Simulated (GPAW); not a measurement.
Set up this calculation in GPAW 26.7.0, as an ASE script.

- Task: equation of state
- Functional: optPBE-vdW
- Potentials or basis: GPAW PAW data sets (gpaw-data 1.2.1)
- Cutoff: 600 eV
- Basis: pw
- k mesh: 6 × 6 × 6
- Occupations: fermi-dirac, width 0.05 eV
- Spin: no spin polarisation
- Maxiter: 150
- Eos scales: [0.94, 0.96, 0.98, 1.0, 1.02, 1.04, 1.06]

Sn:

```xyz
2
Lattice="0.0000 3.2333 3.2333 3.2333 0.0000 3.2333 3.2333 3.2333 0.0000" Properties=species:S:1:pos:R:3 pbc="T T T"
Sn    4.8500    4.8500    4.8500
Sn    3.2333    3.2333    3.2333
```

This isn't the form of Sn at room conditions, which is tetragonal (white tin).

These files were run (other wordings do the same):

run.py

```python
from ase import Atoms
from ase.eos import EquationOfState
from ase.io import Trajectory
from ase.units import GPa
from gpaw import GPAW, PW

atoms = Atoms(['Sn', 'Sn'],
              cell=[[0.0, 3.2333428, 3.2333428],
                    [3.2333428, 0.0, 3.2333428],
                    [3.2333428, 3.2333428, 0.0]],
              scaled_positions=[[0.75, 0.75, 0.75],
                                [0.5, 0.5, 0.5]],
              pbc=True)

traj = Trajectory('eos.traj', 'w')
volumes, energies = [], []
for x in [0.94, 0.96, 0.98, 1.0, 1.02, 1.04, 1.06]:
    a = atoms.copy()
    a.set_cell(atoms.cell * x**(1 / 3), scale_atoms=True)
    calc = GPAW(mode=PW(600),
                xc={'name': 'optPBE-vdW', 'backend': 'libvdwxc'},
                kpts={'size': (6, 6, 6), 'gamma': True},
                occupations={'name': 'fermi-dirac', 'width': 0.05},
                nbands=24,
                convergence={'density': 1e-05, 'energy': 1e-05},
                maxiter=150,
                txt=f'eos-{x:.2f}.txt')
    a.calc = calc
    energies.append(a.get_potential_energy(force_consistent=True))
    volumes.append(a.get_volume())
    calc.write(f'eos-{x:.2f}.gpw')
    traj.write(a)
    print(f'{x:.2f} {volumes[-1]:10.4f} A^3 {energies[-1]:14.6f} eV', flush=True)

v0, e0, B = EquationOfState(volumes, energies, eos='birchmurnaghan').fit()
print(f'V0 = {v0:.4f} A^3, E0 = {e0:.6f} eV, B0 = {B / GPa:.2f} GPa')
```

Potentials or basis: GPAW PAW data sets (gpaw-data 1.2.1), pw.

The run is started by

```bash
$ OMP_NUM_THREADS=1 python run.py
```

Results of the run:

| Property | Result |
| --- | --- |
| Equilibrium volume | 37.84 Å³/atom (rough: see the caveat) |
| Bulk modulus | 31 GPa (rough) |

Caveat: the minimum lies outside the volumes run; the PAW data sets were made with another functional, which shifts forces and pressure a little.

Run time: 94 s on 1 thread of Intel(R) Xeon(R) Platinum 8488C (Sapphire Rapids) (shared host), peak memory 0.36 GiB.
